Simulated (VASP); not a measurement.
# MoS2 (P-3m1) in VASP: notebook, part 2 of 2

VASP 6.6.1. The steps go on from the part before.

**3. Single point, HSE06**

Contents of POSCAR:

```
MoS2
1.0
    3.2274645616      0.0000000000      0.0000000000
   -1.6137322808      2.7950663001      0.0000000000
    0.0000000000      0.0000000000      6.3124734200
Mo S
1 2
Direct
    0.0000000000      0.0000000000      0.5000000000
    0.6666666667      0.3333333333      0.7446806800
    0.3333333333      0.6666666667      0.2553193200
```

Contents of INCAR.step1:

```
  PREC = Accurate
  ENCUT = 250
  EDIFF = 1E-5
  ISMEAR = 0
  SIGMA = 0.01
  LREAL = F
  LASPH = T
  NELM = 100
  ALGO = Normal
  ISIF = 2
  LWAVE = T
  LCHARG = F
  NBANDS = 21
  NKRED = 1
  GGA = PE
```

Contents of INCAR.step2:

```
  PREC = Accurate
  ENCUT = 250
  EDIFF = 1E-6
  ISMEAR = 0
  SIGMA = 0.01
  LREAL = F
  LASPH = T
  NELM = 100
  ALGO = Normal
  ISIF = 2
  LWAVE = F
  LCHARG = F
  GGA = PE
  LHFCALC = T
  HFSCREEN = 0.2
  PRECFOCK = Fast
  NBANDS = 21
  NKRED = 1
  ISTART = 1
```

Contents of KPOINTS:

```
Automatic mesh
0
Gamma
  5 5 2
```

Potentials or basis: VASP PAW PBE potentials, release 64 (Mo_sv, S).

On the command line:

```
$ cat potpaw_PBE.64/Mo_sv/POTCAR potpaw_PBE.64/S/POTCAR > POTCAR
$ cp INCAR.step1 INCAR
$ mpirun -np 1 vasp_std > vasp.out
$ cp INCAR.step2 INCAR
$ mpirun -np 1 vasp_std > vasp.out
```

Run time: 3.8 min. Hardware: 1 thread of Intel Xeon Platinum 8375C at 2.90GHz (Ice Lake), shared host; peak memory 0.23 GiB.

The run converged, but a check on its numbers failed (symmetry, net force, bounds or a known fault of this set-up), so they aren't taken as properties of the crystal.

Caveat: the k mesh is coarse (spacing up to 0.50 Å⁻¹), so the values aren't converged, least of all with exact exchange; the cutoff lies under the usual one of these potentials, so the numbers hold a large basis-set error; the PAW data sets were made with another functional, which shifts forces and pressure a little; this functional lacks dispersion, which binds the layers, so the pressure and a relaxed spacing across them are unreliable.

**4. Single point, HSE06**

POSCAR is that of step 3.

Edit INCAR.step1 of step 3 so:

```diff
@@ -1,3 +1,3 @@
   PREC = Accurate
-  ENCUT = 250
+  ENCUT = 300
   EDIFF = 1E-5
```

Edit INCAR.step2 of step 3 so:

```diff
@@ -1,3 +1,3 @@
   PREC = Accurate
-  ENCUT = 250
+  ENCUT = 300
   EDIFF = 1E-6
```

KPOINTS is that of step 3.

Potentials or basis: VASP PAW PBE potentials, release 64 (Mo_sv, S).

On the command line:

```
$ cat potpaw_PBE.64/Mo_sv/POTCAR potpaw_PBE.64/S/POTCAR > POTCAR
$ cp INCAR.step1 INCAR
$ mpirun -np 1 vasp_std > vasp.out
$ cp INCAR.step2 INCAR
$ mpirun -np 1 vasp_std > vasp.out
```

OUTCAR:

```text
PREC = Accurate
   ENCUT = 300
   EDIFF = 1E-6
   ISMEAR = 0
   LREAL = F
   LASPH = T
   NELM = 100
   ISIF = 2
   GGA = PE
   LHFCALC = T
   HFSCREEN = 0.2
   PRECFOCK = Fast
   NKRED = 1
   ISTART = 1

 Found     10 irreducible k-points:

 Following reciprocal coordinates:
            Coordinates               Weight
  0.000000  0.000000  0.000000      1.000000
[... 232 lines left out ...]
 [... further k-points ...]

------------------------ aborting loop because EDIFF is reached ----------------------------------------

  FORCE on cell =-STRESS in cart. coord.  units (eV):
  Direction    XX          YY          ZZ          XY          YZ          ZX
  --------------------------------------------------------------------------------------
  -------------------------------------------------------------------------------------
  Total       -1.3245667     -1.3245667     -1.3660313     -0.0000000      0.0000000     -0.0000000
  in kB      -37.2675851    -37.2675851    -38.4342202     -0.0000000      0.0000000     -0.0000000
  external PRESSURE =     -37.6564635 kB  Pullay stress =       0.0000000 kB

 VOLUME and BASIS-vectors are now :
 -----------------------------------------------------------------------------
  energy-cutoff  :      300.00
  volume of cell :       56.94
      direct lattice vectors                 reciprocal lattice vectors
     3.227464562  0.000000000  0.000000000     0.309840737  0.178886633  0.000000000
    -1.613732281  2.795066300  0.000000000     0.000000000  0.357773266  0.000000000
     0.000000000  0.000000000  6.312473420     0.000000000  0.000000000  0.158416509

 POSITION                                       TOTAL-FORCE (eV/Angst)
 -----------------------------------------------------------------------------------
      0.00000      0.00000      3.15624         0.000000      0.000000      0.000000
      1.61373      0.93169      4.70078         0.000000      0.000000     -0.399137
     -0.00000      1.86338      1.61170        -0.000000      0.000000      0.399137
 -----------------------------------------------------------------------------------
    total drift:                                0.000000      0.000000      0.000000

  FREE ENERGIE OF THE ION-ELECTRON SYSTEM (eV)
  ---------------------------------------------------
  free  energy   TOTEN  =       -25.1391553726 eV

  energy  without entropy=      -25.1384783451  energy(sigma->0) =      -25.13881686
```

Wall time 4.8 min (1 thread of Intel Xeon Platinum 8375C at 2.90GHz (Ice Lake), shared host); peak memory 0.24 GiB.

The run converged, but some of its settings lie outside the range that counts as converged, so its numbers aren't taken as properties of the crystal.

Results:

```
Free energy            : -25.1392 eV
Pressure               : -3.8 GPa
Largest force          : 0.399 eV/Å
Band gap on the k mesh : none (metal or under the smearing width)
```

Caveat: the k mesh is coarse (spacing up to 0.50 Å⁻¹), so the values aren't converged, least of all with exact exchange; the cutoff is under 1.25 times the usual one of these potentials, so pressure, stress and relaxed cells hold a basis-set (Pulay) error; the PAW data sets were made with another functional, which shifts forces and pressure a little; this functional lacks dispersion, which binds the layers, so the pressure and a relaxed spacing across them are unreliable.

**5. Single point, HSE06**

POSCAR is that of step 4.

Edit INCAR.step1 of step 4 so:

```diff
@@ -1,3 +1,3 @@
   PREC = Accurate
-  ENCUT = 300
+  ENCUT = 500
   EDIFF = 1E-5
```

Edit INCAR.step2 of step 4 so:

```diff
@@ -1,3 +1,3 @@
   PREC = Accurate
-  ENCUT = 300
+  ENCUT = 500
   EDIFF = 1E-6
```

Contents of KPOINTS:

```
Automatic mesh
0
Gamma
  4 4 2
```

On the command line:

```
$ cat potpaw_PBE.64/Mo_sv/POTCAR potpaw_PBE.64/S/POTCAR > POTCAR
$ cp INCAR.step1 INCAR
$ mpirun -np 1 vasp_std > vasp.out
$ cp INCAR.step2 INCAR
$ mpirun -np 1 vasp_std > vasp.out
```

Run time: 5.8 min. Hardware: 1 thread of Intel Xeon Platinum 8375C at 2.90GHz (Ice Lake), shared host; peak memory 0.27 GiB.

These settings aren't checked as converged: the numbers below hold their error.

What came out:

```yaml
Free_energy: -25.0499 eV
Pressure: -2.6 GPa
Largest_force: 0.535 eV/Å
Band_gap_on_the_k_mesh: none (metal or under the smearing width)
```

Caveat: the k mesh is coarse (spacing up to 0.56 Å⁻¹), so the values aren't converged, least of all with exact exchange; the PAW data sets were made with another functional, which shifts forces and pressure a little; this functional lacks dispersion, which binds the layers, so the pressure and a relaxed spacing across them are unreliable.

**6. Single point, HSE06**

POSCAR is that of step 5.

Edit INCAR.step1 of step 5 so:

```diff
@@ -1,3 +1,3 @@
   PREC = Accurate
-  ENCUT = 500
+  ENCUT = 350
   EDIFF = 1E-5
@@ -13,3 +13,3 @@
   NBANDS = 21
-  NKRED = 1
+  NKRED = 3
   GGA = PE
```

Edit INCAR.step2 of step 5 so:

```diff
@@ -1,3 +1,3 @@
   PREC = Accurate
-  ENCUT = 500
+  ENCUT = 350
   EDIFF = 1E-6
@@ -17,3 +17,3 @@
   NBANDS = 21
-  NKRED = 1
+  NKRED = 3
   ISTART = 1
```

Contents of KPOINTS:

```
Automatic mesh
0
Gamma
  6 6 3
```

Potentials or basis: VASP PAW PBE potentials, release 64 (Mo_sv, S).

On the command line:

```
$ cat potpaw_PBE.64/Mo_sv/POTCAR potpaw_PBE.64/S/POTCAR > POTCAR
$ cp INCAR.step1 INCAR
$ mpirun -np 1 vasp_std > vasp.out
$ cp INCAR.step2 INCAR
$ mpirun -np 1 vasp_std > vasp.out
```

OUTCAR:

```text
PREC = Accurate
   ENCUT = 350
   EDIFF = 1E-6
   ISMEAR = 0
   LREAL = F
   LASPH = T
   NELM = 100
   ISIF = 2
   GGA = PE
   LHFCALC = T
   HFSCREEN = 0.2
   PRECFOCK = Fast
   NKRED = 3
   ISTART = 1

 Found     17 irreducible k-points:

 Following reciprocal coordinates:
            Coordinates               Weight
  0.000000  0.000000  0.000000      1.000000
[... 231 lines left out ...]
 [... further k-points ...]

------------------------ aborting loop because EDIFF is reached ----------------------------------------

  FORCE on cell =-STRESS in cart. coord.  units (eV):
  Direction    XX          YY          ZZ          XY          YZ          ZX
  --------------------------------------------------------------------------------------
  -------------------------------------------------------------------------------------
  Total       -2.2857371     -2.2857371     -1.3357784     -0.0000000      0.0000000     -0.0000000
  in kB      -64.3107686    -64.3107686    -37.5830334     -0.0000000      0.0000000     -0.0000000
  external PRESSURE =     -55.4015236 kB  Pullay stress =       0.0000000 kB

 VOLUME and BASIS-vectors are now :
 -----------------------------------------------------------------------------
  energy-cutoff  :      350.00
  volume of cell :       56.94
      direct lattice vectors                 reciprocal lattice vectors
     3.227464562  0.000000000  0.000000000     0.309840737  0.178886633  0.000000000
    -1.613732281  2.795066300  0.000000000     0.000000000  0.357773266  0.000000000
     0.000000000  0.000000000  6.312473420     0.000000000  0.000000000  0.158416509

 POSITION                                       TOTAL-FORCE (eV/Angst)
 -----------------------------------------------------------------------------------
      0.00000      0.00000      3.15624         0.000000      0.000000      0.000000
      1.61373      0.93169      4.70078         0.000000      0.000000     -0.217704
     -0.00000      1.86338      1.61170        -0.000000      0.000000      0.217704
 -----------------------------------------------------------------------------------
    total drift:                                0.000000      0.000000      0.000000

  FREE ENERGIE OF THE ION-ELECTRON SYSTEM (eV)
  ---------------------------------------------------
  free  energy   TOTEN  =       -25.9655849768 eV

  energy  without entropy=      -25.9655849768  energy(sigma->0) =      -25.96558498
```

It took 89 s on 1 thread of Intel Xeon Platinum 8375C at 2.90GHz (Ice Lake), shared host; peak memory 0.25 GiB.

These settings aren't checked as converged: the numbers below hold their error.

What came out:

* Free energy: -25.9656 eV
* Pressure: -5.5 GPa
* Largest force: 0.218 eV/Å
* Band gap on the k mesh: none (metal or under the smearing width)

Caveat: the k mesh is coarse (spacing up to 0.37 Å⁻¹), so the values aren't converged, least of all with exact exchange; the PAW data sets were made with another functional, which shifts forces and pressure a little; this functional lacks dispersion, which binds the layers, so the pressure and a relaxed spacing across them are unreliable.
